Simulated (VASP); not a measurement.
# CdSe (F-43m) in VASP: notebook, part 2 of 4

VASP 6.6.1. Earlier steps stand in the parts before.

## Step 3: Dielectric tensor, PBE

Input file INCAR:

```
SYSTEM = CdSe
ALGO = Normal
EDIFF = 1E-8
ENCUT = 600
GGA = PE
ISIF = 2
ISMEAR = 0
LASPH = .True.
LCHARG = .False.
LEPSILON = .True.
LREAL = .False.
LWAVE = .False.
NELM = 80
PREC = Accurate
SIGMA = 0.03
```

Input file KPOINTS:

```
k-points
0
Monkhorst
  12 12 12
  0 0 0
```

Input file POSCAR:

```
CdSe                                    
1.0
    0.0000000000      3.1026979606      3.1026979606
    3.1026979606      0.0000000000      3.1026979606
    3.1026979606      3.1026979606      0.0000000000
  Cd              Se            
     1     1
Direct
     0.0000000000000000    0.0000000000000000    0.0000000000000000
     0.7500000000000000    0.7500000000000000    0.7500000000000000
```

Potentials or basis: VASP PAW PBE potentials, release 64 (Cd, Se).

The run is started by

```console
> cat potpaw_PBE.64/Cd/POTCAR potpaw_PBE.64/Se/POTCAR > POTCAR
> mpirun -np 1 vasp_std > vasp.out
```

OUTCAR:

```text
SYSTEM = CdSe
   EDIFF = 1E-8
   ENCUT = 600
   GGA = PE
   ISIF = 2
   ISMEAR = 0
   LASPH = .True.
   LEPSILON = .True.
   LREAL = .False.
   NELM = 80
   PREC = Accurate

 ion  position               nearest neighbor table
   1  0.000  0.000  0.000-   2 2.69   2 2.69   2 2.69   2 2.69
   2  0.750  0.750  0.750-   1 2.69   1 2.69   1 2.69   1 2.69

  LATTYP: Found a face centered cubic cell.
 ALAT       =     6.2053959212

  Lattice vectors:

 A1 = (   0.0000000000,   3.1026979606,   3.1026979606)
 A2 = (   3.1026979606,   0.0000000000,   3.1026979606)
 A3 = (   3.1026979606,   3.1026979606,   0.0000000000)

Analysis of symmetry for initial positions (statically):
=====================================================================
 Subroutine PRICEL returns:
 Original cell was already a primitive cell.

 Routine SETGRP: Setting up the symmetry group for a
 face centered cubic supercell.

 Subroutine GETGRP returns: Found 24 space group operations
 (whereof 24 operations were pure point group operations)
 out of a pool of 48 trial point group operations.

The static configuration has the point symmetry T_d .

Analysis of symmetry for dynamics (positions and initial velocities):
=====================================================================
 Subroutine PRICEL returns:
 Original cell was already a primitive cell.

 Routine SETGRP: Setting up the symmetry group for a
 face centered cubic supercell.

 Subroutine GETGRP returns: Found 24 space group operations
 (whereof 24 operations were pure point group operations)
 out of a pool of 48 trial point group operations.

The dynamic configuration has the point symmetry T_d .

 Subroutine INISYM returns: Found 24 space group operations
[... 561 lines left out ...]

 HEAD OF MICROSCOPIC STATIC DIELECTRIC TENSOR (INDEPENDENT PARTICLE, excluding Hartree and local field effects)
 ------------------------------------------------------
           8.378747    -0.000000     0.000000
          -0.000000     8.378747     0.000000
           0.000000    -0.000000     8.378747
 ------------------------------------------------------

 Free energy of the ion-electron system (eV)
  ---------------------------------------------------
  ---------------------------------------------------
  free energy    TOTEN  =        -1.25914295 eV

  energy without entropy =       -1.25914295

------------------------ aborting loop because EDIFF is reached ----------------------------------------

--------------------------------------- Ionic step        2  -------------------------------------------

------------------------ aborting loop because EDIFF is reached ----------------------------------------

--------------------------------------- Ionic step        3  -------------------------------------------

 Free energy of the ion-electron system (eV)
  ---------------------------------------------------
  ---------------------------------------------------
  free energy    TOTEN  =        -1.25913824 eV

  energy without entropy =       -1.25913824

------------------------ aborting loop because EDIFF is reached ----------------------------------------

 PIEZOELECTRIC TENSOR FIELD DIRECTION 3  (e Angst)
 -----------------------------------------------------------------------------
     0.00059  2.51303  0.00000           (  0.00000 -0.03367  0.00000)
     2.51303  0.00059  0.00000           ( -0.03367  0.00000  0.00000)
     0.00000  0.00000 -0.00296           (  0.00000  0.00000  0.00000)

 PIEZOELECTRIC TENSOR FIELD DIRECTION 3  (C/m^2)
 -----------------------------------------------------------------------------
     0.00016  0.67400  0.00000
     0.67400  0.00016  0.00000
     0.00000  0.00000 -0.00080

 MACROSCOPIC STATIC DIELECTRIC TENSOR (including local field effects in DFT)
 ------------------------------------------------------
           8.022872    -0.000000    -0.000000
          -0.000000     8.022872     0.000000
           0.000000     0.000000     8.022872
 ------------------------------------------------------

 PIEZOELECTRIC TENSOR (including local field effects)  for field in x, y, z        (e  Angst)
          XX          YY          ZZ          XY          YZ          ZX
  --------------------------------------------------------------------------------
  x     0.00000     0.00000     0.00000     0.00000     2.51662     0.00000
  y     0.00000     0.00000    -0.00000     0.00000    -0.00000     2.51662
  z     0.00000     0.00000    -0.00000     2.51662     0.00000     0.00000

 PIEZOELECTRIC TENSOR (including local field effects)  for field in x, y, z        (C/m^2)
          XX          YY          ZZ          XY          YZ          ZX
  --------------------------------------------------------------------------------
  x     0.00000     0.00000     0.00000     0.00000     0.67496     0.00000
  y     0.00000     0.00000    -0.00000     0.00000    -0.00000     0.67496
  z     0.00000     0.00000    -0.00000     0.67496     0.00000     0.00000

 BORN EFFECTIVE CHARGES (including local field effects) (in |e|, cummulative output)
 ---------------------------------------------------------------------------------
 ion    1
    1     2.31999     0.00000    -0.00000
    2     0.00000     2.31999    -0.00000
    3     0.00000     0.00000     2.31999
 ion    2
    1    -2.31999    -0.00000     0.00000
    2    -0.00000    -2.31999     0.00000
    3    -0.00000    -0.00000    -2.31999
```

OSZICAR:

```text
N       E                     dE             d eps       ncg     rms          rms(c)
DAV:   1     0.117996008672E+03    0.11800E+03   -0.95010E+03  4748   0.138E+03
[... 13 lines left out ...]
RMM:   7    -0.125896757481E+01   -0.11399E-02   -0.18299E-05 39342   0.288E-02    0.301E-03
RMM:   8    -0.125913154275E+01   -0.16397E-03   -0.15887E-06 36193   0.768E-03    0.536E-04
RMM:   9    -0.125914021828E+01   -0.86755E-05   -0.19422E-07 41678   0.120E-03    0.348E-04
RMM:  10    -0.125913996720E+01    0.25108E-06    0.93315E-08 38920   0.101E-03    0.123E-04
RMM:  11    -0.125913987266E+01    0.94546E-07    0.28205E-07 34445   0.191E-04    0.533E-05
RMM:  12    -0.125913847238E+01    0.14003E-05    0.11680E-08 30839   0.154E-04    0.105E-05
RMM:  13    -0.125913823962E+01    0.23275E-06   -0.15567E-10 16326   0.346E-05    0.702E-06
```

Run time: 25 min. Hardware: 1 thread of Intel Xeon 6975P-C (Granite Rapids), shared host; peak memory 2 GiB.

Results:

```
Electronic dielectric tensor (diagonal) : 8.02
Born charges (mean of the diagonal)     : Cd +2.32; Se -2.32 e
```

Electronic dielectric tensor:
```
8.02 0.00 0.00
0.00 8.02 0.00
0.00 0.00 8.02
```

Born effective charge tensors (e):
atom 1, Cd
```
2.32 0.00 0.00
0.00 2.32 0.00
0.00 0.00 2.32
```
atom 2, Se
```
-2.32  0.00  0.00
 0.00 -2.32  0.00
 0.00  0.00 -2.32
```

## Step 4: Phonons, PBEsol

This run uses another cell than the first one, of 28.27 Å³/atom, 0.946 times its volume.

Input file POSCAR:

```
CdSe
1.0
    0.0000000000      3.0462087289      3.0462087289
    3.0462087289      0.0000000000      3.0462087289
    3.0462087289      3.0462087289      0.0000000000
  Cd              Se
     1     1
Direct
     0.0000000000000000    0.0000000000000000    0.0000000000000000
     0.7500000000000000    0.7500000000000000    0.7500000000000000
```

Input file INCAR.step1:

```
  ALGO = Normal
  EDIFF = 1E-8
  EDIFFG = -0.002
  ENCUT = 600
  GGA = PS
  IBRION = 2
  ISIF = 3
  ISMEAR = 0
  LASPH = True
  LCHARG = False
  LREAL = False
  LWAVE = False
  NELM = 80
  NSW = 40
  PREC = Accurate
  SIGMA = 0.03
```

Input file INCAR.step2:

```
  ALGO = Normal
  EDIFF = 1E-8
  ENCUT = 600
  GGA = PS
  IBRION = 6
  ISIF = 2
  ISMEAR = 0
  LASPH = True
  LCHARG = False
  LREAL = False
  LWAVE = False
  NELM = 80
  NFREE = 2
  NSW = 1
  POTIM = 0.015
  PREC = Accurate
  SIGMA = 0.03
```

Input file KPOINTS:

```
k-points
0
Gamma
  8 8 8
```

Potentials or basis: VASP PAW PBE potentials, release 64 (Cd, Se).

The run is started by

```console
> cat potpaw_PBE.64/Cd/POTCAR potpaw_PBE.64/Se/POTCAR > POTCAR
> cp INCAR.step1 INCAR
> mpirun -np 1 vasp_std > vasp.out
> cp CONTCAR POSCAR
> cp INCAR.step2 INCAR
> mpirun -np 1 vasp_std > vasp.out
```

OUTCAR:

```text
EDIFF = 1E-8
   ENCUT = 600
   GGA = PS
   IBRION = 6
   ISIF = 2
   ISMEAR = 0
   LASPH = True
   LREAL = False
   NELM = 80
   NFREE = 2
   NSW = 1
   POTIM = 0.015
   PREC = Accurate

 ion  position               nearest neighbor table
   1  0.000  0.000  0.000-   2 2.64   2 2.64   2 2.64   2 2.64
   2  0.750  0.750  0.750-   1 2.64   1 2.64   1 2.64   1 2.64

  LATTYP: Found a face centered cubic cell.
 ALAT       =     6.0930491691

  Lattice vectors:

 A1 = (   0.0000000000,   3.0465245846,   3.0465245846)
 A2 = (   3.0465245846,   0.0000000000,   3.0465245846)
 A3 = (   3.0465245846,   3.0465245846,   0.0000000000)

Analysis of symmetry for initial positions (statically):
=====================================================================
 Subroutine PRICEL returns:
 Original cell was already a primitive cell.

 Routine SETGRP: Setting up the symmetry group for a
 face centered cubic supercell.

 Subroutine GETGRP returns: Found 24 space group operations
 (whereof 24 operations were pure point group operations)
 out of a pool of 48 trial point group operations.

The static configuration has the point symmetry T_d .

Analysis of symmetry for dynamics (positions and initial velocities):
=====================================================================
 Subroutine PRICEL returns:
 Original cell was already a primitive cell.

 Routine SETGRP: Setting up the symmetry group for a
 face centered cubic supercell.

 Subroutine GETGRP returns: Found 24 space group operations
 (whereof 24 operations were pure point group operations)
 out of a pool of 48 trial point group operations.

The dynamic configuration has the point symmetry T_d .

 Subroutine INISYM returns: Found 24 space group operations
 (whereof 24 operations are pure point group operations),
 and found     1 'primitive' translations

----------------------------------------------------------------------------------------

                                     Primitive cell

  volume of cell :      56.5515

  direct lattice vectors                    reciprocal lattice vectors
     0.000000000  3.046524585  3.046524585    -0.164121439  0.164121439  0.164121439
     3.046524585  0.000000000  3.046524585     0.164121439 -0.164121439  0.164121439
     3.046524585  3.046524585  0.000000000     0.164121439  0.164121439 -0.164121439

  length of vectors
     4.308436386  4.308436386  4.308436386     0.284266672  0.284266672  0.284266672

  position of ions in fractional coordinates (direct lattice)
     0.000000000  0.000000000  0.000000000
     0.750000000  0.750000000  0.750000000

  ion indices of the primitive-cell ions
   primitive index   ion index
                 1           1
                 2           2

----------------------------------------------------------------------------------------

 KPOINTS: k-points

[... 108 lines left out ...]

 number of electron      17.9999998 magnetization

 Free energy of the ion-electron system (eV)
  ---------------------------------------------------
  ext. energy  EPLUGINS =         0.00000000
  ---------------------------------------------------
  free energy    TOTEN  =        -6.17737585 eV

  energy without entropy =       -6.17737585  energy(sigma->0) =       -6.17737585

------------------------ aborting loop because EDIFF is reached ----------------------------------------

  FORCE on cell =-STRESS in cart. coord.  units (eV):
  Direction    XX          YY          ZZ          XY          YZ          ZX
  --------------------------------------------------------------------------------------
  -------------------------------------------------------------------------------------
  Total       -0.0014239     -0.0014239     -0.0014239      0.0000000      0.0000000     -0.0000000
  in kB       -0.0403396     -0.0403396     -0.0403396      0.0000000      0.0000000     -0.0000000
  external PRESSURE =      -0.0403396 kB  Pullay stress =       0.0000000 kB
[... 131 lines left out ...]
--------------------------------------- Ionic step        5  -------------------------------------------

 number of electron      17.9999998 magnetization

 Free energy of the ion-electron system (eV)
  ---------------------------------------------------
  ext. energy  EPLUGINS =         0.00000000
  ---------------------------------------------------
  free energy    TOTEN  =        -6.17683720 eV

  energy without entropy =       -6.17683720  energy(sigma->0) =       -6.17683720

 E-fermi :   0.9413     XC(G=0):  -9.0750

 val. band max:        0.7788978893   @ k =   0.0000   0.0000   0.0000
 cond. band min:       1.2430881335   @ k =   0.0000   0.0000   0.0000
 fundamental gap:      0.4641902442
 Fermi energy:         0.9413015023

 k-point     1 :       0.0000    0.0000    0.0000
  band No.  band energies     occupation
      1     -11.8241      2.00000
      2      -7.1344      2.00000
      3      -7.1255      2.00000
      4      -7.1168      2.00000
      5      -6.7500      2.00000
      6      -6.7499      2.00000
      7       0.7615      2.00000
      8       0.7706      2.00000
      9       0.7789      2.00000
     10       1.2431      0.00000
     11       6.6172      0.00000
     12       6.6249      0.00000
     13       6.6336      0.00000
[... 354 lines left out ...]
  band No.  band energies     occupation
      1     -11.3912      2.00000
      2      -6.9990      2.00000
      3      -6.9760      2.00000
      4      -6.7694      2.00000
      5      -6.7335      2.00000
      6      -6.3732      2.00000
      7      -3.3806      2.00000
      8      -1.2252      2.00000
      9      -0.4666      2.00000
     10       4.5405      0.00000
     11       6.1018      0.00000
     12       7.5104      0.00000
     13       8.6689      0.00000

 [... further k-points ...]
[... 5 lines left out ...]
  --------------------------------------------------------------------------------------
  -------------------------------------------------------------------------------------
  Total       -0.0010869      0.0007685      0.0007685      0.0000000     -0.0928347      0.0000000
  in kB       -0.0307937      0.0217719      0.0217719      0.0000000     -2.6301287      0.0000000
  external PRESSURE =       0.0042500 kB  Pullay stress =       0.0000000 kB
[... 17 lines left out ...]
  FREE ENERGIE OF THE ION-ELECTRON SYSTEM (eV)
  ---------------------------------------------------
  free  energy   TOTEN  =        -6.1768371974 eV

  energy  without entropy=       -6.1768371974  energy(sigma->0) =       -6.17683720

 INTERNAL STRAIN TENSORS FROM DISPLACED ATOMS
 ============================================

 INTERNAL STRAIN TENSOR FOR ION    1 for displacements in x,y,z  (eV/Angst):
          X           Y           Z          XY          YZ          ZX
  --------------------------------------------------------------------------------
  x     0.00000     0.00000     0.00000     0.00000    -6.18671     0.00000
  y     0.00000    -0.00000     0.00000     0.00000     0.00000    -6.18671
  z     0.00000     0.00000     0.00000    -6.18671     0.00000     0.00000

 INTERNAL STRAIN TENSOR FOR ION    2 for displacements in x,y,z  (eV/Angst):
          X           Y           Z          XY          YZ          ZX
  --------------------------------------------------------------------------------
  x     0.00000     0.00000     0.00000     0.00000     6.18805     0.00000
  y     0.00000    -0.00000     0.00000     0.00000     0.00000     6.18805
  z     0.00000     0.00000     0.00000     6.18805     0.00000     0.00000

 Eigenvectors and eigenvalues of the dynamical matrix
 ----------------------------------------------------

   1 f  =    5.022289 THz    31.555970 2PiTHz  167.525517 cm-1    20.770508 meV
             X         Y         Z           dx          dy          dz
      0.000000  0.000000  0.000000    -0.000000   -0.642258    0.000000
      4.569787  4.569787  4.569787     0.000000    0.766489    0.000000
[... 21 lines left out ...]
   6 f/i=    0.000545 THz     0.003426 2PiTHz    0.018186 cm-1     0.002255 meV
             X         Y         Z           dx          dy          dz
      0.000000  0.000000  0.000000     0.714841   -0.012543    0.276314
      4.569787  4.569787  4.569787     0.598981   -0.010510    0.231530

 ELASTIC MODULI CONTR FROM IONIC RELAXATION (kBar)
 Direction    XX          YY          ZZ          XY          YZ          ZX
 --------------------------------------------------------------------------------
 XX          -0.0000     -0.0000     -0.0000     -0.0000     -0.0000     -0.0000
 YY          -0.0000     -0.0000     -0.0000     -0.0000     -0.0000      0.0000
 ZZ          -0.0000     -0.0000     -0.0000     -0.0000     -0.0000     -0.0000
 XY          -0.0000     -0.0000     -0.0000   -226.5978      0.0000     -0.0000
 YZ          -0.0000     -0.0000     -0.0000      0.0000   -226.5978      0.0000
 ZX          -0.0000      0.0000     -0.0000     -0.0000      0.0000   -226.5978
 --------------------------------------------------------------------------------
```

Wall time 1.7 min (1 thread of Intel Xeon 6975P-C (Granite Rapids), shared host); peak memory 0.32 GiB.

What came out:

```
Highest phonon frequency at Γ, LO-TO splitting left out : 168 cm⁻¹
```

Phonon frequencies in cm⁻¹ (negative: imaginary):
| q point | frequencies |
| --- | --- |
| (0.000, 0.000, 0.000) | 0 0 0 168 168 168 |

Caveat: the PAW data sets were made with another functional, which shifts forces and pressure a little.

(Continued in part 3 of 4.)
